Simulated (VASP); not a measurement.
# MnO (P6_3mc) in VASP: a series of runs, part 2 of 2

VASP 6.6.1. The steps go on from the part before.

## 4. Single point, PBEsol, collinear spin, ferromagnetic start

INCAR reads:

```
SYSTEM = MnO
PREC = Accurate ; ENCUT = 450
EDIFF = 1E-6 ; ISMEAR = 0
SIGMA = 0.05 ; LREAL = .FALSE.
LASPH = .FALSE. ; NELM = 100
ALGO = Normal ; ISIF = 2
LWAVE = .FALSE. ; LCHARG = .FALSE.
ISPIN = 2 ; MAGMOM = 4 4 0 0
LORBIT = 11 ; LMAXMIX = 4
GGA = PS ; NBANDS = 31
ADDGRID = .FALSE.
```

KPOINTS reads:

```
Automatic mesh
0
G
  4 4 3
  0 0 0
```

POSCAR reads:

```
MnO
1.0
    3.3717000000      0.0000000000      0.0000000000
   -1.6858500000      2.9199778539      0.0000000000
    0.0000000000      0.0000000000      5.3855000000
Mn O
2 2
Direct
    0.6666666667      0.3333333333      0.5109600000
    0.3333333333      0.6666666667      0.0109600000
    0.6666666667      0.3333333333      0.8754700000
    0.3333333333      0.6666666667      0.3754700000
```

Potentials or basis: VASP PAW PBE potentials, release 64 (Mn_pv, O).

The run is started by

```console
> cat potpaw_PBE.64/Mn_pv/POTCAR potpaw_PBE.64/O/POTCAR > POTCAR
> mpirun -np 1 vasp_std > vasp.out
```

OUTCAR:

```text
SYSTEM = MnO
   PREC = Accurate
   ENCUT = 450
   EDIFF = 1E-6
   ISMEAR = 0
   LREAL = .FALSE.
   LASPH = .FALSE.
   NELM = 100
   ISIF = 2
   ISPIN = 2
   LORBIT = 11
   GGA = PS

 Found      8 irreducible k-points:

 Following reciprocal coordinates:
            Coordinates               Weight
  0.000000  0.000000  0.000000      1.000000
  0.250000  0.000000  0.000000      6.000000
  0.500000  0.000000  0.000000      3.000000
  0.250000  0.250000  0.000000      6.000000
  0.000000  0.000000  0.333333      2.000000
  0.250000  0.000000  0.333333     12.000000
   k-points           NKPTS =      8   k-points in BZ     NKDIM =      8   number of bands    NBANDS=     31
   number of dos      NEDOS =    301   number of ions     NIONS =      4
   total plane-waves  NPLWV =  23040
   dimension x,y,z NGX =    24 NGY =   24 NGZ =   40
   dimension x,y,z NGXF=    48 NGYF=   48 NGZF=   80
   ions per type =               2   2
   NGX,Y,Z   is equivalent  to a cutoff of  11.83, 11.83, 12.35 a.u.
   NGXF,Y,Z  is equivalent  to a cutoff of  23.67, 23.67, 24.70 a.u.
 SYSTEM =  MnO
   PREC   = accura    normal or accurate (medium, high low for compatibility)
   ISTART =      0    job   : 0-new  1-cont  2-samecut
   ICHARG =      2    charge: 1-file 2-atom 10-const
   ISPIN  =      2    spin polarized calculation?
   LNONCOLLINEAR =      F non collinear calculations
   LSORBIT =      F    spin-orbit coupling
   LASPH  =      F    aspherical Exc in radial PAW
   ENCUT  =  450.0 eV  33.07 Ry    5.75 a.u.   5.83  5.83  9.32*2*pi/ulx,y,z
   NELM   =    100;   NELMIN=  2; NELMDL= -5     # of ELM steps
   EDIFF  = 0.1E-05   stopping-criterion for ELM
   LREAL  =      F    real-space projection
   EDIFFG = 0.1E-04   stopping-criterion for IOM
   NSW    =      0    number of steps for IOM
   IBRION =     -1    ionic relax: 0-MD 1-quasi-New 2-CG
   NFREE  =      0    steps in history (QN), initial steepest desc. (CG)
   ISIF   =      2    stress and relaxation
   ISYM   =      2    0-nonsym 1-usesym 2-fastsym
   POTIM  = 0.5000    time-step for ionic-motion
   TEBEG  =    0.0;   TEEND  =   0.0 temperature during run
   PSTRESS=    0.0 pullay stress
   NELECT =      38.0000    total number of electrons
   NUPDOWN=      -1.0000    fix difference up-down
   EMIN   =  10.00;   EMAX   =-10.00  energy-range for DOS
   EFERMI =   0.00;   METHOD = LEGACY
   ISMEAR =     0;   SIGMA  =   0.05  broadening in eV -4-tet -1-fermi 0-gaus
[... 45 lines left out ...]
 k-point     1 :       0.0000    0.0000    0.0000
  band No.  band energies     occupation
      1     -44.7086      1.00000
      2     -44.7078      1.00000
      3     -44.7078      1.00000
      4     -44.7016      1.00000
      5     -44.7016      1.00000
      6     -44.6709      1.00000
[... 193 lines left out ...]
     30      16.5144      0.00000
     31      16.9877      0.00000

 [... further k-points ...]

 spin component 2

 k-point     1 :       0.0000    0.0000    0.0000
  band No.  band energies     occupation
      1     -40.0704      1.00000
      2     -40.0330      1.00000
      3     -40.0330      1.00000
      4     -40.0249      1.00000
      5     -40.0249      1.00000
      6     -40.0197      1.00000
[... 193 lines left out ...]
     30      18.0768      0.00000
     31      18.5249      0.00000

 [... further k-points ...]

------------------------ aborting loop because EDIFF is reached ----------------------------------------

  FORCE on cell =-STRESS in cart. coord.  units (eV):
  Direction    XX          YY          ZZ          XY          YZ          ZX
  --------------------------------------------------------------------------------------
  -------------------------------------------------------------------------------------
  Total       -0.7885496     -0.7885496      1.6033763      0.0000000      0.0000000      0.0000000
  in kB      -23.8278618    -23.8278618     48.4497496      0.0000000      0.0000000      0.0000000
  external PRESSURE =       0.2646753 kB  Pullay stress =       0.0000000 kB

 VOLUME and BASIS-vectors are now :
 -----------------------------------------------------------------------------
  energy-cutoff  :      450.00
  volume of cell :       53.02
      direct lattice vectors                 reciprocal lattice vectors
     3.371700000  0.000000000  0.000000000     0.296586292  0.171234175  0.000000000
    -1.685850000  2.919977854  0.000000000     0.000000000  0.342468351  0.000000000
     0.000000000  0.000000000  5.385500000     0.000000000  0.000000000  0.185683781

 POSITION                                       TOTAL-FORCE (eV/Angst)
 -----------------------------------------------------------------------------------
      1.68585      0.97333      2.75178         0.000000     -0.000000     -0.630100
     -0.00000      1.94665      0.05903        -0.000000      0.000000     -0.630100
      1.68585      0.97333      4.71484        -0.000000     -0.000000      0.630100
     -0.00000      1.94665      2.02209         0.000000      0.000000      0.630100
 -----------------------------------------------------------------------------------
    total drift:                                0.000000      0.000001      0.003846

  FREE ENERGIE OF THE ION-ELECTRON SYSTEM (eV)
  ---------------------------------------------------
  free  energy   TOTEN  =       -34.2548554736 eV

  energy  without entropy=      -34.2541993008  energy(sigma->0) =      -34.25452739

 total charge

# of ion       s       p       d       tot
------------------------------------------
    1        0.245   6.235   4.952  11.432
    2        0.245   6.235   4.952  11.432
    3        1.561   3.444   0.000   5.006
    4        1.561   3.444   0.000   5.006
--------------------------------------------------
tot          3.613  19.358   9.904  32.875

 magnetization (x)

# of ion       s       p       d       tot
------------------------------------------
    1        0.035   0.063   4.302   4.400
    2        0.035   0.063   4.302   4.400
    3        0.017   0.181   0.000   0.198
    4        0.017   0.181   0.000   0.198
--------------------------------------------------
tot          0.104   0.487   8.605   9.195
```

It took 14 s on 1 thread of AMD EPYC 9R45 (Zen 5), shared host; peak memory 0.14 GiB.

These settings aren't checked as converged: the numbers below hold their error.

Results:

| Item | Value |
| --- | --- |
| Free energy | -34.2549 eV |
| Largest force | 0.630 eV/Å |
| Band gap on the k mesh | none (metal or under the smearing width) |
| Net moment | 9.96 μB per cell |
| Site moments | Mn +4.40; O +0.20 μB |
| Valence electrons inside the program's atomic spheres | Mn 11.43; O 5.01 |

Caveat: the k mesh is coarse (spacing up to 0.54 Å⁻¹), so the values aren't converged; the cutoff is under 1.25 times the usual one of these potentials, so pressure, stress and relaxed cells hold a basis-set (Pulay) error; the PAW data sets were made with another functional, which shifts forces and pressure a little; semilocal functionals often make such compounds metallic where correlation or magnetic order opens a gap, which also shifts bond lengths; only a ferromagnetic start was run, and an antiferromagnetic order may lie lower in energy.

## 5. Single point, PBEsol, collinear spin, ferromagnetic start

INCAR reads:

```
SYSTEM = MnO
PREC = Normal ; ENCUT = 450
EDIFF = 1E-4 ; ISMEAR = 0
SIGMA = 0.05 ; LREAL = Auto
LASPH = .TRUE. ; NELM = 100
ALGO = Normal ; ISIF = 2
LWAVE = .FALSE. ; LCHARG = .FALSE.
ISPIN = 2 ; MAGMOM = 4 4 0 0
LORBIT = 11 ; LMAXMIX = 4
GGA = PS ; NBANDS = 31
ADDGRID = .FALSE.
```

KPOINTS is that of step 4.

POSCAR is that of step 4.

The run is started by

```console
> cat potpaw_PBE.64/Mn_pv/POTCAR potpaw_PBE.64/O/POTCAR > POTCAR
> mpirun -np 1 vasp_std > vasp.out
```

Run time: 12 s. Hardware: 1 thread of AMD EPYC 9R45 (Zen 5), shared host; peak memory 0.11 GiB.

The run converged, but some of its settings lie outside the range that counts as converged, so its numbers aren't taken as properties of the crystal.

What came out:

```yaml
Free_energy: -34.2648 eV
Largest_force: 0.625 eV/Å
Band_gap_on_the_k_mesh: none (metal or under the smearing width)
Net_moment: 9.95 μB per cell
Site_moments: Mn +4.40; O +0.20 μB
Valence_electrons_inside_the_program's_atomic_spheres: Mn 11.43; O 5.01
```

Caveat: the k mesh is coarse (spacing up to 0.54 Å⁻¹), so the values aren't converged; the cutoff is under 1.25 times the usual one of these potentials, so pressure, stress and relaxed cells hold a basis-set (Pulay) error; the PAW data sets were made with another functional, which shifts forces and pressure a little; semilocal functionals often make such compounds metallic where correlation or magnetic order opens a gap, which also shifts bond lengths; only a ferromagnetic start was run, and an antiferromagnetic order may lie lower in energy.

## 6. The reference run

An earlier run on the cell as given: functional PBE; potentials or basis VASP PAW PBE potentials, release 64 (Mn_pv, O); cutoff 520 eV; k mesh 9 × 9 × 5; occupations fermi-dirac, width 0.05 eV; collinear spin, ferromagnetic start; starting moments [4.0, 4.0, 0.0, 0.0] μB.

* Pressure: 6.5 GPa
* Largest force: 0.663 eV/Å
* Band gap on the k mesh: none (metal or under the smearing width)
* Net moment: 9.99 μB per cell
* Site moments: Mn +4.41; O +0.20 μB
* Valence electrons inside the program's atomic spheres: Mn 11.43; O 5.02
